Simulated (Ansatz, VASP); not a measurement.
## One calculation of KCl, two programs

INCAR

```
ALGO = Normal ; EDIFF = 1E-6
ENCUT = 520 ; GGA = PS
ISIF = 2 ; ISMEAR = -1
LASPH = T ; LCHARG = F
LREAL = F ; LWAVE = F
NBANDS = 15 ; NELM = 80
PREC = Accurate ; SIGMA = 0.01
```

KPOINTS

```
k-points
0
Gamma
  7 7 7
```

File POSCAR:

```
KCl
1.0
    3.6340000000      0.0000000000      0.0000000000
    0.0000000000      3.6340000000      0.0000000000
    0.0000000000      0.0000000000      3.5976600000
K Cl
1 1
Direct
    0.0000000000      0.0000000000      0.0000000000
    0.5000000000      0.5000000000      0.5000000000
```

Input for Ansatz:

```yaml
crystal:
  lattice:
    - [3.634, 0.0, 0.0]
    - [0.0, 3.634, 0.0]
    - [0.0, 0.0, 3.59766]
  atoms:
    - { symbol: K, position: [0.0, 0.0, 0.0] }
    - { symbol: Cl, position: [0.5, 0.5, 0.5] }
kpoints:
  mp_grid: { grid: [7, 7, 7] }
  band_path:
    path:
      - [0.0, 0.0, 0.0]
      - [0.0, 0.5, 0.0]
      - [0.5, 0.5, 0.0]
      - [0.0, 0.0, 0.0]
      - [0.0, 0.0, 0.5]
      - [0.0, 0.5, 0.5]
      - [0.5, 0.5, 0.5]
      - [0.0, 0.0, 0.5]
      - [0.0, 0.5, 0.0]
    npoints: 5
scf:
  occupations: { method: fermi_dirac, width: 0.01 }
hamiltonian:
  xc: pbesol
  pseudopotentials: { kind: all_electron, lapw: { basis_error: 0.001 } }
output:
  forces: true
  stress: true
  eigenvalues: true
```

Change from the starting cell: zz strain of -1 %.

Alike in both runs: task single point; functional PBEsol; k mesh 7 × 7 × 7; occupations fermi-dirac, width 0.01 eV; no spin polarisation.

|  | VASP | Ansatz |
| --- | --- | --- |
| version | VASP 6.6.1 | Ansatz 0.2.0 |
| potentials or method | VASP PAW PBE potentials, release 64 (K_sv, Cl) | all-electron LAPW, scalar-relativistic |
| plane-wave cutoff (eV) | 520 | see its input |

VASP gave:

* gap on the k mesh at the Fermi level (eV): 5.41
* pressure (GPa): 2.7
* largest component of the traceless stress (GPa): 0.35

Task: Which values does Ansatz return?

Result: gap on the k mesh at the Fermi level (eV): 5.41; pressure (GPa): 2.6; largest component of the traceless stress (GPa): 0.35.

Ansatz ran all-electron here, so the differences hold the error of VASP's frozen core and of both bases.

Caveats: the PAW data sets were made with another functional, which shifts forces and pressure a little (VASP); an odd mesh through Γ misses points on the zone boundary, where band edges often lie.
